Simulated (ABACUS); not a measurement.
Crystal: TiAl.

```
CELL_PARAMETERS angstrom
2.86726 0.00000 0.00000
-1.43363 2.48312 0.00000
0.00000 0.00000 4.67808
ATOMIC_POSITIONS crystal
Ti 0.00000 0.00000 0.00000
Al 0.33333 0.66667 0.50000
```

The cell comes from a database or a generator and needn't be the stable form of this composition.

- Program: ABACUS 3.10.1
- Task: single point
- Functional: PBE
- Potentials or basis: PseudoDojo NC SR 0.4.1 PBE standard
- Cutoff: 1143 eV
- Density cutoff: 4572 eV
- Basis: plane waves
- k mesh: 11 × 11 × 6
- Occupations: fermi-dirac, width 0.05 eV
- Spin: no spin polarisation

On this cell: pressure 0.2 GPa; largest force under 0.003 eV/Å; band gap on the k mesh none (metal or under the smearing width).

The same run follows on a disturbed copy (atoms moved at random, drawn with an rms of 0.05 Å):

```
Ti Al
1.0
     2.86726    0.00000    0.00000
    -1.43363    2.48312    0.00000
     0.00000    0.00000    4.67808
Ti Al
1 1
Direct
  0.99025 0.00486 0.01131
  0.34812 0.66269 0.51633
```

Problem. What does the disturbed cell give?

Solution. The energy (extrapolated to zero smearing) moves by +4.4 meV/atom; pressure 0.2 GPa; largest force 0.228 eV/Å; band gap on the k mesh none (metal or under the smearing width).

Forces in eV/Å, atoms in the order of the input:
```
Ti   0.154 -0.027  0.166
Al  -0.154  0.027 -0.166
```

Stress tensor (GPa, compression positive):
```
 0.42  1.32  0.07
 1.32  1.19 -0.01
 0.07 -0.01 -0.87
```
